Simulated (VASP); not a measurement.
# C₂H₂O: screened Coulomb integrals of an active space by constrained RPA

C₂H₂O, molecule in box, 5 atoms in the cell.

| Functional | Screened U within a state, mean (eV) | Screened U' between states, mean (eV) | Screened J (eV) | Bare U within a state, mean (eV) | Bare U' between states, mean (eV) | Time (s) |
|---|---|---|---|---|---|---|
| LDA | 8.91 | 7.85 | 0.17 | 11.89 | 9.88 | 244 |
| PBE | 8.91 | 7.85 | 0.17 | 11.88 | 9.88 | 228 |
| r2SCAN | 9.12 | 8.03 | 0.18 | 11.90 | 9.90 | 545 |
| PBE0 | 9.16 | 8.06 | 0.17 | 11.63 | 9.73 | 242 |
| HSE06 | 9.05 | 7.97 | 0.17 | 11.67 | 9.75 | 273 |

Limits: the periodic box is only 6.65 Å wide at its narrowest and no larger one was tried.

## Input of the first row

INCAR.step1:
```
  ENCUT = 420
  PREC = Accurate
  ISMEAR = -1
  SIGMA = 0.02
  LASPH = True
  EDIFF = 1E-7
  GGA = CA
  ALGO = Normal
  NELM = 150
  LWAVE = True
  LCHARG = False
```

INCAR.step2, as INCAR.step1 but for:
```
- ALGO = Normal
- NELM = 150
+ ALGO = Exact
+ NELM = 1
+ NBANDS = 128
+ LOPTICS = True
```

INCAR.step3:
```
  ENCUT = 420
  PREC = Accurate
  ISMEAR = -1
  SIGMA = 0.02
  LASPH = True
  GGA = CA
  ALGO = CRPA
  NBANDS = 128
  ENCUTGW = 90
  PRECFOCK = Fast
  LOCALIZED_BASIS = BLOCH
  LWAVE = False
  LCHARG = False
  NCRPA_BANDS = 8 9
  NTARGET_STATES = 8 9
```

KPOINTS:
```
k-points
0
Gamma
  1 1 1
```

POSCAR:
```
H2C2O
1.0
    7.5300000000      0.0000000000      0.0000000000
    0.0000000000      7.4100000000      0.0000000000
    0.0000000000      0.0000000000      6.6500000000
C O H
2 1 2
Direct
    0.4436587000      0.5177867700      0.4447368400
    0.5627954800      0.4221322600      0.5399548800
    0.6682005300      0.3374898800      0.6241954900
    0.3317994700      0.4508097200      0.3758045100
    0.4587051700      0.6625101200      0.4363007500
```

Commands (each step's output is kept before the next begins):
```
cat potpaw_LDA.64/C_GW/POTCAR potpaw_LDA.64/O_GW/POTCAR potpaw_LDA.64/H_GW/POTCAR > POTCAR
cp INCAR.step1 INCAR
mpirun -np 4 vasp_std > vasp.out
cp INCAR.step2 INCAR
mpirun -np 4 vasp_std > vasp.out
cp INCAR.step3 INCAR
mpirun -np 4 vasp_std > vasp.out
```

Changes of the last row against the first:
```
(all steps)
- GGA = CA
+ GGA = PE
+ LHFCALC = True
+ HFSCREEN = 0.2
- cat potpaw_LDA.64/C_GW/POTCAR potpaw_LDA.64/O_GW/POTCAR potpaw_LDA.64/H_GW/POTCAR > POTCAR
+ cat potpaw_PBE.64/C_GW/POTCAR potpaw_PBE.64/O_GW/POTCAR potpaw_PBE.64/H_GW/POTCAR > POTCAR
```

VASP 6.6.1 took 244 s on 4 cores (AMD EPYC 9R45 (Zen 5)), a shared host.
